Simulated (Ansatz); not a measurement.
Molecular dynamics on a 2×2×2 supercell (16 atoms) of BeS (zincblende), relaxed with r2SCAN. Forces come from PBE in Ansatz: a Langevin thermostat at fixed volume, 300 K, steps of 1.5 fs. Classical nuclei, no spin polarisation; a few dozen steps show the first response, not equilibrium.

```yaml
crystal:
  lattice:
    - [0.0, 4.8686124607, 4.8686124607]
    - [4.8686124607, 0.0, 4.8686124607]
    - [4.8686124607, 4.8686124607, 0.0]
  atoms:
    - { symbol: Be, position: [0.0, 0.0, 0.0] }
    - { symbol: S, position: [0.125, 0.125, 0.125] }
    - { symbol: Be, position: [0.0, 0.0, 0.5] }
    - { symbol: S, position: [0.125, 0.125, 0.625] }
    - { symbol: Be, position: [0.0, 0.5, 0.0] }
    - { symbol: S, position: [0.125, 0.625, 0.125] }
    - { symbol: Be, position: [0.0, 0.5, 0.5] }
    - { symbol: S, position: [0.125, 0.625, 0.625] }
    - { symbol: Be, position: [0.5, 0.0, 0.0] }
    - { symbol: S, position: [0.625, 0.125, 0.125] }
    - { symbol: Be, position: [0.5, 0.0, 0.5] }
    - { symbol: S, position: [0.625, 0.125, 0.625] }
    - { symbol: Be, position: [0.5, 0.5, 0.0] }
    - { symbol: S, position: [0.625, 0.625, 0.125] }
    - { symbol: Be, position: [0.5, 0.5, 0.5] }
    - { symbol: S, position: [0.625, 0.625, 0.625] }
kpoints:
  mp_grid: { grid: [2, 2, 2] }
hamiltonian:
  xc: pbe
scf:
  occupations: { method: fermi_dirac, width: 0.026 }
md:
  ensemble: nvt_langevin
  temperature: 300
  timestep: 1.5
  n_steps: 20
  initial_velocities: maxwell_boltzmann
  seed: 3522
```

Command: `ansatz run input.yaml --threads 4 --pin off --max-ram 3686MiB --backend cpu --events-out ev --progress --plain --runs-dir out`.

Problem. It ran on 4 threads of Arm Neoverse N1, with other jobs on the host. About how long did it take, and how much host memory at the peak?

Solution. About 33 s, with a peak of 0.66 GiB.

Problem. How do temperature and energy develop?

Solution. The temperature starts at 281 K, is lowest at step 10 (107 K, 15 fs) and ends at 158 K. The thermostat hasn't had time to restore it. The atoms start on their lattice sites with kinetic energy alone, so much of it first passes into potential energy. By the last step the atoms have moved 0.09 Å in the root mean square, the drift of the whole cell taken out, 0.15 Å at most.

| step | t (fs) | T (K) | free energy F from step 0 (meV/atom) | kinetic energy (meV/atom) | largest force (eV/Å) |
| --- | --- | --- | --- | --- | --- |
| 0 | 0 | 281 | 0.0 | 36.4 | 0.00 |
| 1 | 1.5 | 298 | 0.6 | 38.5 | 0.20 |
| 2 | 3 | 274 | 2.3 | 35.4 | 0.41 |
| 3 | 4.5 | 241 | 4.9 | 31.1 | 0.61 |
| 4 | 6 | 204 | 8.1 | 26.4 | 0.79 |
| 5 | 7.5 | 192 | 11.6 | 24.8 | 0.93 |
| 6 | 9 | 187 | 15.3 | 24.1 | 1.05 |
| 7 | 10.5 | 147 | 18.8 | 18.9 | 1.16 |
| 8 | 12 | 113 | 21.5 | 14.6 | 1.23 |
| 9 | 13.5 | 113 | 23.1 | 14.6 | 1.26 |
| 10 | 15 | 107 | 23.7 | 13.8 | 1.26 |
| 11 | 16.5 | 107 | 23.4 | 13.9 | 1.21 |
| 12 | 18 | 118 | 22.6 | 15.2 | 1.12 |
| 13 | 19.5 | 125 | 21.5 | 16.2 | 1.00 |
| 14 | 21 | 149 | 20.2 | 19.3 | 0.97 |
| 15 | 22.5 | 162 | 19.0 | 21.0 | 0.95 |
| 16 | 24 | 161 | 18.1 | 20.8 | 0.93 |
| 17 | 25.5 | 169 | 17.7 | 21.9 | 0.90 |
| 18 | 27 | 182 | 17.8 | 23.5 | 0.93 |
| 19 | 28.5 | 176 | 18.5 | 22.7 | 0.97 |
| 20 | 30 | 158 | 19.8 | 20.4 | 1.01 |

Positions (Å) and forces (eV/Å) at step 20:
```
Be   0.022  -0.056   0.024    -0.294  -0.112  -0.098
S    1.217   1.216   1.114     0.287  -0.282   0.926
Be   2.458   2.470  -0.015    -0.076   0.175   0.155
S    3.576   3.720   1.298     0.167  -0.325  -0.430
Be   2.334  -0.087   2.401     0.763   0.368  -0.152
S    3.674   1.145   3.690    -0.529  -0.207  -0.647
Be   4.757   2.388   2.414     0.265   0.305   0.182
S    6.040   3.608   3.632     0.023   0.215  -0.046
Be   0.062   2.390   2.447    -0.410   0.071  -0.492
S    1.228   3.589   3.639     0.080   0.327   0.476
Be   2.334   4.941   2.522     0.350  -0.042  -0.456
S    3.659   6.113   3.679     0.015  -0.001  -0.233
Be   2.516   2.412   4.845    -0.012   0.260   0.236
S    3.742   3.656   6.067    -0.562  -0.045   0.203
Be   4.921   4.928   4.855    -0.199  -0.384   0.065
S    6.071   6.168   6.062     0.133  -0.323   0.311
```
